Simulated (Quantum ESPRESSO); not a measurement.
# PbS (R3m) in Quantum ESPRESSO: equation of state

How stiff is PbS in PBE, and what volume does it want? The cell is scaled to several volumes.

Everything below comes from runs of Quantum ESPRESSO 7.5. Logs are shortened: lines on timing, memory, paths and dates and some standing lists are left out, and cuts for length are marked.

## Step 1: The crystal as given

Symmetry: R3m, No. 160, trigonal system. The conventional cell has a = 4.225 Å, b = 4.225 Å, c = 10.356 Å, α = 90.00°, β = 90.00°, γ = 120.00°. Around Pb (site symmetry 3m) lie 6 S at 2.96 to 3.02 Å. S (site symmetry 3m) has 6 Pb at 2.96 to 3.02 Å as nearest neighbours.

The cell is a database's computed one.

## Step 2: Single point, PBE, 25.08 Å³/atom

Contents of pw.in:

```
&CONTROL
  calculation = 'scf'
  prefix = 'pwscf'
  outdir = './tmp'
  pseudo_dir = './pseudo'
  tprnfor = .true.
  tstress = .true.
  disk_io = 'nowf'
/
&SYSTEM
  ibrav = 0
  nat = 2
  ntyp = 2
  ecutwfc = 55
  ecutrho = 440
  nbnd = 16
  occupations = 'smearing'
  smearing = 'fd'
  degauss = 0.00367493
/
&ELECTRONS
  conv_thr = 4d-10
  electron_maxstep = 120
  mixing_beta = 0.5
/
ATOMIC_SPECIES
Pb   207.2000 Pb.pbe-dn-kjpaw_psl.0.2.2.UPF
S     32.0600 s_pbe_v1.4.uspp.F.UPF
CELL_PARAMETERS angstrom
   2.0695340594    1.1948460463    3.3814492087
  -2.0695340594    1.1948460463    3.3814492087
   0.0000000000   -2.3896920926    3.3814492087
ATOMIC_POSITIONS crystal
Pb     0.9805657800    0.9805657800    0.9805657800
S      0.4750355500    0.4750355500    0.4750355500
K_POINTS automatic
8 8 8 0 0 0
```

Potentials or basis: SSSP 1.3 efficiency PBE.

Launch:

```sh
OMP_NUM_THREADS=1 pw.x -in pw.in > pw.out
```

pw.out:

```text
This program is part of the open-source Quantum ESPRESSO suite
     for quantum simulation of materials; please cite
         "P. Giannozzi et al., J. Phys.:Condens. Matter 21 395502 (2009);
         "P. Giannozzi et al., J. Phys.:Condens. Matter 29 465901 (2017);
         "P. Giannozzi et al., J. Chem. Phys. 152 154105 (2020);
     in publications or presentations arising from this work. More details at

     file Pb.pbe-dn-kjpaw_psl.0.2.2.UPF: wavefunction(s)  6S renormalized
     Message from routine setup:
     using ibrav=0 with symmetry is DISCOURAGED, use correct ibrav instead

     G-vector sticks info
     --------------------
     sticks:   dense  smooth     PW     G-vecs:    dense   smooth      PW
     Sum        1867     925    295                52741    18643    3215

     Using Slab Decomposition

     bravais-lattice index     =            0
     lattice parameter (alat)  =       7.8247  a.u.
     unit-cell volume          =     338.5597 (a.u.)^3
     number of atoms/cell      =            2
     number of atomic types    =            2
     number of electrons       =        20.00
     number of Kohn-Sham states=           16
     kinetic-energy cutoff     =      55.0000  Ry
     charge density cutoff     =     440.0000  Ry
     scf convergence threshold =      4.0E-10
     mixing beta               =       0.5000
     number of iterations used =            8  plain     mixing
     Exchange-correlation=  SLA  PW   PBX  PBC
                           (   1   4   3   4   0   0   0)

     celldm(1)=   7.824659  celldm(2)=   0.000000  celldm(3)=   0.000000
     celldm(4)=   0.000000  celldm(5)=   0.000000  celldm(6)=   0.000000

     crystal axes: (cart. coord. in units of alat)
               a(1) = (   0.499811   0.288566   0.816651 )
               a(2) = (  -0.499811   0.288566   0.816651 )
               a(3) = (   0.000000  -0.577132   0.816651 )

     reciprocal axes: (cart. coord. in units 2 pi/alat)
               b(1) = (  1.000378  0.577568  0.408171 )
               b(2) = ( -1.000378  0.577568  0.408171 )
               b(3) = (  0.000000 -1.155137  0.408171 )

     PseudoPot. # 1 for Pb read from file:
     Pb.pbe-dn-kjpaw_psl.0.2.2.UPF
     Pseudo is Projector augmented-wave + core cor, Zval = 14.0
     Generated using "atomic" code by A. Dal Corso  v.5.0.99 svn rev. 10869
     Shape of augmentation charge: PSQ
     Using radial grid of 1281 points,  6 beta functions with:
                l(1) =   0
                l(2) =   0
                l(3) =   1
                l(4) =   1
                l(5) =   2
                l(6) =   2
     Q(r) pseudized with 0 coefficients

     PseudoPot. # 2 for S  read from file:
     s_pbe_v1.4.uspp.F.UPF
     Pseudo is Ultrasoft + core correction, Zval =  6.0
     Generated by new atomic code, or converted to UPF format
     Using radial grid of  907 points,  6 beta functions with:
                l(1) =   0
                l(2) =   0
                l(3) =   1
                l(4) =   1
                l(5) =   2
                l(6) =   2
     Q(r) pseudized with  8 coefficients,  rinner =    1.300   1.300   1.300
                                                       1.300   1.300

     atomic species   valence    mass     pseudopotential
     Pb               14.00   207.20000     Pb( 1.00)
     S                 6.00    32.06000     S ( 1.00)

      6 Sym. Ops. (no inversion) found

   Cartesian axes

     site n.     atom                  positions (alat units)
         1        Pb     tau(   1) = (  -0.0000000  -0.0000000   2.4023391  )
         2        S      tau(   2) = (   0.0000000   0.0000000   1.1638143  )

     number of k points=    65  Fermi-Dirac smearing, width (Ry)=  0.0037
                       cart. coord. in units 2pi/alat
        k(    1) = (   0.0000000   0.0000000   0.0000000), wk =   0.0039062
        k(    2) = (   0.0000000  -0.1443921   0.0510214), wk =   0.0234375
        k(    3) = (   0.0000000  -0.2887842   0.1020428), wk =   0.0234375
        k(    4) = (   0.0000000  -0.4331762   0.1530642), wk =   0.0234375
        k(    5) = (   0.0000000   0.5775683  -0.2040856), wk =   0.0117188
        k(    6) = (  -0.1250472  -0.0721960   0.1020428), wk =   0.0234375
[... 57 lines left out ...]
        k(   64) = (   0.8753304   0.3609802  -0.2040856), wk =   0.0234375
        k(   65) = (   0.0000000   0.0000000  -0.6122569), wk =   0.0039062

     Dense  grid:    52741 G-vectors     FFT dimensions: (  54,  54,  54)

     Smooth grid:    18643 G-vectors     FFT dimensions: (  40,  40,  40)

     Initial potential from superposition of free atoms

     starting charge      19.9976, renormalised to      20.0000
     Starting wfcs are   13 randomized atomic wfcs +    3 random wfcs

     Self-consistent Calculation

     iteration #  1     ecut=    55.00 Ry     beta= 0.50
     Davidson diagonalization with overlap
     ethr =  1.00E-02,  avg # of iterations =  6.3

     Threshold (ethr) on eigenvalues was too large:
     Diagonalizing with lowered threshold

     Davidson diagonalization with overlap
     ethr =  6.33E-04,  avg # of iterations =  3.2

     total energy              =    -894.68624587 Ry
     estimated scf accuracy    <       0.12366735 Ry

     iteration #  2     ecut=    55.00 Ry     beta= 0.50
     Davidson diagonalization with overlap
     ethr =  6.18E-04,  avg # of iterations =  2.2

     total energy              =    -894.72233094 Ry
     estimated scf accuracy    <       0.01467842 Ry

     iteration #  3     ecut=    55.00 Ry     beta= 0.50
     Davidson diagonalization with overlap
     ethr =  7.34E-05,  avg # of iterations =  6.4

     total energy              =    -894.72913224 Ry
     estimated scf accuracy    <       0.00115312 Ry

     iteration #  4     ecut=    55.00 Ry     beta= 0.50
     Davidson diagonalization with overlap
     c_bands:  2 eigenvalues not converged
     c_bands:  1 eigenvalues not converged
     c_bands:  1 eigenvalues not converged
     c_bands:  1 eigenvalues not converged
     c_bands:  2 eigenvalues not converged
     c_bands:  1 eigenvalues not converged
     c_bands:  1 eigenvalues not converged
     ethr =  5.77E-06,  avg # of iterations =  8.4
[... 16 lines left out ...]
     total energy              =    -894.72967669 Ry
     estimated scf accuracy    <       0.00000014 Ry

     iteration #  7     ecut=    55.00 Ry     beta= 0.50
     Davidson diagonalization with overlap
     ethr =  6.94E-10,  avg # of iterations =  4.8

     total energy              =    -894.72967677 Ry
     estimated scf accuracy    <       0.00000003 Ry

     iteration #  8     ecut=    55.00 Ry     beta= 0.50
     Davidson diagonalization with overlap
     ethr =  1.26E-10,  avg # of iterations =  4.1

     total energy              =    -894.72967678 Ry
     estimated scf accuracy    <          1.4E-09 Ry

     iteration #  9     ecut=    55.00 Ry     beta= 0.50
     Davidson diagonalization with overlap
     ethr =  6.81E-12,  avg # of iterations =  5.4

     End of self-consistent calculation

          k = 0.0000 0.0000 0.0000 (  2277 PWs)   bands (ev):

    -7.6458  -7.6455  -7.6455  -7.6298  -7.6298  -4.7111   3.2879   6.8917
     6.8917   6.8956  14.5376  14.5714  14.5714  15.8702  15.8702  15.8973

          k = 0.0000-0.1444 0.0510 (  2331 PWs)   bands (ev):

    -7.6450  -7.6430  -7.6427  -7.6304  -7.6304  -4.5693   2.7653   6.9347
     6.9378   7.2904  13.2601  13.7214  13.7254  15.8702  16.2512  16.2654

          k = 0.0000-0.2888 0.1020 (  2328 PWs)   bands (ev):

    -7.6526  -7.6518  -7.6437  -7.6155  -7.6154  -4.1735   1.6841   7.0571
     7.0603   8.0260  11.5978  12.4461  12.4474  16.0852  17.1206  17.1218

          k = 0.0000-0.4332 0.1531 (  2340 PWs)   bands (ev):

    -7.6651  -7.6641  -7.6432  -7.5974  -7.5971  -3.6532   0.6373   7.2153
     7.2185   8.7104  10.3244  11.4920  11.4966  16.9909  18.3779  18.3805

          k = 0.0000 0.5776-0.2041 (  2332 PWs)   bands (ev):

    -7.6704  -7.6693  -7.6432  -7.5897  -7.5894  -3.3676   0.1606   7.2962
     7.2992   9.2898   9.5352  11.1336  11.1393  17.9623  19.3389  19.3402

          k =-0.1250-0.0722 0.1020 (  2325 PWs)   bands (ev):

    -7.6501  -7.6452  -7.6358  -7.6357  -7.6255  -4.5191   2.7065   6.6814
     6.6830   7.7717  12.3065  14.1593  14.1868  14.9477  17.0937  17.0962
[... 161 lines left out ...]
          k =-0.2501 0.4332 0.1531 (  2334 PWs)   bands (ev):

    -7.7090  -7.6465  -7.6384  -7.6067  -7.5936  -3.3503   0.8614   5.5561
     6.3993   8.0015  11.0489  12.4678  13.3590  16.3015  19.0148  19.5806

          k = 0.6252 0.3610-0.3571 (  2330 PWs)   bands (ev):

    -7.7969  -7.6677  -7.6083  -7.5831  -7.5789  -2.9512   1.5764   4.1819
     5.7357   5.9454  13.0236  14.3788  14.4523  15.0223  20.6492  20.8406

          k = 0.6252 0.2166-0.3061 (  2330 PWs)   bands (ev):

    -7.7958  -7.6618  -7.6123  -7.5904  -7.5748  -2.8460   1.5041   3.9342
     5.2165   6.6803  13.1672  13.3814  14.6540  15.7533  19.7658  20.9574

          k = 0.6252 0.0722-0.2551 (  2326 PWs)   bands (ev):

    -7.7607  -7.6439  -7.6285  -7.6060  -7.5802  -2.9179   1.0293   4.5540
     5.2507   7.6107  11.8227  13.5146  14.0768  16.2772  18.5542  20.8344

          k = 0.6252-0.0722-0.2041 (  2328 PWs)   bands (ev):

    -7.7158  -7.6503  -7.6286  -7.6123  -7.5880  -3.1077   0.5531   5.5486
     6.0326   8.1881  10.7545  12.6510  13.3355  17.2499  17.8030  20.1567

          k = 0.5002 0.2888-0.2551 (  2330 PWs)   bands (ev):

    -7.7970  -7.6677  -7.6084  -7.5831  -7.5789  -2.9499   1.5724   4.1871
     5.7352   5.9425  13.0228  14.3808  14.4529  15.0215  20.6874  20.7959

          k = 0.5002 0.1444-0.2041 (  2338 PWs)   bands (ev):

    -7.7609  -7.6584  -7.6217  -7.5920  -7.5860  -3.1650   1.2895   5.1169
     5.4142   6.8924  12.6823  13.3108  13.8655  15.5527  20.0060  20.4425

          k = 0.3751 0.2166-0.1531 (  2337 PWs)   bands (ev):

    -7.7336  -7.6604  -7.6213  -7.6009  -7.5917  -3.5409   1.4787   5.9050
     6.0695   6.6202  12.3709  13.3110  13.9222  14.7353  19.6407  19.6818

          k = 0.0000 0.0000 0.3061 (  2328 PWs)   bands (ev):

    -7.6521  -7.6521  -7.6441  -7.6153  -7.6153  -4.1759   1.6877   7.0597
     7.0597   8.0254  11.5998  12.4428  12.4428  16.0920  17.1261  17.1261

          k = 0.0000-0.1444 0.3571 (  2335 PWs)   bands (ev):

    -7.6618  -7.6547  -7.6411  -7.6168  -7.6054  -3.8887   1.2830   6.1530
     7.3632   8.6386  10.6112  11.6574  13.1372  16.6784  16.9762  18.8410

          k = 0.0000 0.8664 0.0000 (  2329 PWs)   bands (ev):
[... 64 lines left out ...]
          k =-0.0000 0.8664 0.1531 (  2326 PWs)   bands (ev):

    -7.7223  -7.6431  -7.6297  -7.6112  -7.5930  -3.0846   0.6601   4.9345
     6.6721   7.5756  11.4132  12.2426  13.7243  17.0767  18.5637  18.8531

          k = 0.8753 0.5054-0.2551 (  2338 PWs)   bands (ev):

    -7.6879  -7.6587  -7.6392  -7.6017  -7.5882  -3.3105   0.3632   6.4827
     6.9211   8.2289  10.4822  11.7513  12.2851  17.0642  19.3603  19.4913

          k = 0.8753 0.3610-0.2041 (  2328 PWs)   bands (ev):

    -7.7157  -7.6502  -7.6286  -7.6125  -7.5879  -3.1135   0.5614   5.5521
     6.0262   8.1965  10.7468  12.6576  13.3273  17.2591  17.8018  20.1590

          k = 0.0000 0.0000-0.6123 (  2332 PWs)   bands (ev):

    -7.6695  -7.6695  -7.6436  -7.5895  -7.5895  -3.3751   0.1697   7.3027
     7.3027   9.2323   9.5932  11.1320  11.1320  17.9556  19.3406  19.9331

     the Fermi energy is     9.4125 ev

!    total energy              =    -894.72967678 Ry
     estimated scf accuracy    <          2.2E-10 Ry
     smearing contrib. (-TS)   =      -0.00002733 Ry
     internal energy E=F+TS    =    -894.72964945 Ry

     The total energy is F=E-TS. E is the sum of the following terms:
     one-electron contribution =     -31.75319217 Ry
     hartree contribution      =      30.98492198 Ry
     xc contribution           =     -52.83917423 Ry
     ewald contribution        =    -112.67835312 Ry
     one-center paw contrib.   =    -728.44385191 Ry

     convergence has been achieved in   9 iterations

     Forces acting on atoms (cartesian axes, Ry/au):

     atom    1 type  1   force =     0.00000000   -0.00000000   -0.00216737
     atom    2 type  2   force =    -0.00000000    0.00000000    0.00216737

     Total force =     0.003065     Total SCF correction =     0.000004

     Computing stress (Cartesian axis) and pressure

          total   stress  (Ry/bohr**3)                   (kbar)     P=       48.43
   0.00032925   0.00000000  -0.00000000           48.43        0.00       -0.00
  -0.00000000   0.00032925  -0.00000000           -0.00       48.43       -0.00
   0.00000000  -0.00000000   0.00032920            0.00       -0.00       48.43

=------------------------------------------------------------------------------=
   JOB DONE.
=------------------------------------------------------------------------------=
```

Run time: 70 s. Hardware: 1 thread of Arm Neoverse V1, shared host; peak memory 0.25 GiB.

What came out:

```yaml
Free_energy: -12173.4174 eV
Pressure: 4.8 GPa
Largest_force: 0.056 eV/Å
Band_gap_on_the_k_mesh: 0.25 eV, direct
```

Caveat: spin-orbit coupling is left out, which as a rule narrows the gap of such compounds by several tenths of an eV.

## Step 3: Single point, PBE, 25.62 Å³/atom

Edit pw.in of step 2 so:

```diff
@@ -29,5 +29,5 @@
 CELL_PARAMETERS angstrom
-   2.0695340594    1.1948460463    3.3814492087
-  -2.0695340594    1.1948460463    3.3814492087
-   0.0000000000   -2.3896920926    3.3814492087
+   2.0841087231    1.2032607323    3.4052630159
+  -2.0841087231    1.2032607323    3.4052630159
+   0.0000000000   -2.4065214646    3.4052630159
 ATOMIC_POSITIONS crystal
```

Potentials or basis: SSSP 1.3 efficiency PBE.

Launch:

```sh
OMP_NUM_THREADS=1 pw.x -in pw.in > pw.out
```

It took 69 s on 1 thread of Arm Neoverse V1, shared host; peak memory 0.25 GiB.

Results (log left out):

| Item | Value |
| --- | --- |
| Free energy | -12173.4454 eV |
| Pressure | 3.4 GPa |
| Largest force | 0.044 eV/Å |
| Band gap on the k mesh | 0.32 eV, direct |

Caveat: spin-orbit coupling is left out, which as a rule narrows the gap of such compounds by several tenths of an eV.

## Step 4: Single point, PBE, 26.15 Å³/atom

Edit pw.in of step 3 so:

```diff
@@ -29,5 +29,5 @@
 CELL_PARAMETERS angstrom
-   2.0841087231    1.2032607323    3.4052630159
-  -2.0841087231    1.2032607323    3.4052630159
-   0.0000000000   -2.4065214646    3.4052630159
+   2.0984823409    1.2115593444    3.4287483306
+  -2.0984823409    1.2115593444    3.4287483306
+   0.0000000000   -2.4231186889    3.4287483306
 ATOMIC_POSITIONS crystal
```

Launch:

```sh
OMP_NUM_THREADS=1 pw.x -in pw.in > pw.out
```

It took 68 s on 1 thread of Arm Neoverse V1, shared host; peak memory 0.26 GiB.

Results (log left out):

- Free energy: -12173.4640 eV
- Pressure: 2.1 GPa
- Largest force: 0.032 eV/Å
- Band gap on the k mesh: 0.40 eV, direct

Caveat: spin-orbit coupling is left out, which as a rule narrows the gap of such compounds by several tenths of an eV.

## Step 5: Single point, PBE, 26.69 Å³/atom

Edit pw.in of step 4 so:

```diff
@@ -29,5 +29,5 @@
 CELL_PARAMETERS angstrom
-   2.0984823409    1.2115593444    3.4287483306
-  -2.0984823409    1.2115593444    3.4287483306
-   0.0000000000   -2.4231186889    3.4287483306
+   2.1126617058    1.2197458045    3.4519162518
+  -2.1126617058    1.2197458045    3.4519162518
+   0.0000000000   -2.4394916091    3.4519162518
 ATOMIC_POSITIONS crystal
```

Launch:

```sh
OMP_NUM_THREADS=1 pw.x -in pw.in > pw.out
```

It took 56 s on 1 thread of Arm Neoverse V1, shared host; peak memory 0.26 GiB.

It converged, with:

```
Free energy            : -12173.4743 eV
Pressure               : 0.9 GPa
Largest force          : 0.021 eV/Å
Band gap on the k mesh : 0.47 eV, direct
```

Caveat: spin-orbit coupling is left out, which as a rule narrows the gap of such compounds by several tenths of an eV.

(Part 1 of 2 ends here.)
